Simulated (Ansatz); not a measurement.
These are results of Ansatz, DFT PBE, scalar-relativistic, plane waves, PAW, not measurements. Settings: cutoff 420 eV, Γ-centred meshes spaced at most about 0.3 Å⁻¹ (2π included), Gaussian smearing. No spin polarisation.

These are static total energies at zero pressure.

Question: Order these relaxed structures of MgS by energy, lowest first, with the energy over the lowest of them.
A.

```
Mg S
1.0
     6.96770    0.00000    0.00000
     0.00000    6.96770    0.00000
     0.00000    0.00000    3.69306
Mg S
4 4
Direct
  0.66409 0.66409 0.50000
  0.16409 0.83591 0.25000
  0.33591 0.33591 0.00000
  0.83591 0.16409 0.75000
  0.83169 0.83169 0.00000
  0.33169 0.66831 0.75000
  0.16831 0.16831 0.50000
  0.66831 0.33169 0.25000
```

B.

```
Mg S
1.0
    -4.28041    4.28041    2.62631
     4.28041   -4.28041    2.62631
     4.28041    4.28041   -2.62631
Mg S
4 4
Direct
  0.14320 0.64320 0.78640
  0.85680 0.35680 0.21360
  0.35680 0.14320 0.50000
  0.64320 0.85680 0.50000
  0.84867 0.65133 0.50000
  0.15133 0.34867 0.50000
  0.65133 0.15133 0.80266
  0.34867 0.84867 0.19734
```

Answer: B (0 meV/atom), A (53 meV/atom). Forms: B I4/mcm; A P4_12_12. Counting S atoms around Mg (those within 1.25 times the shortest such distance or 1.15 times the sum of covalent radii): B has Mg 5; A has Mg 4. Both come from invented guesses. Shaken at random and relaxed again, A came back. The lowest form computed isn't among them: it has the rock salt type, space group Fm-3m (No. 225), 17.9 Å³/atom, is reached from a cell as deposited in COD and lies 79 meV/atom below the best shown.

Cells without such a test can be saddle points. Some candidate types were left out of the draw beforehand, so a known form may be missing.
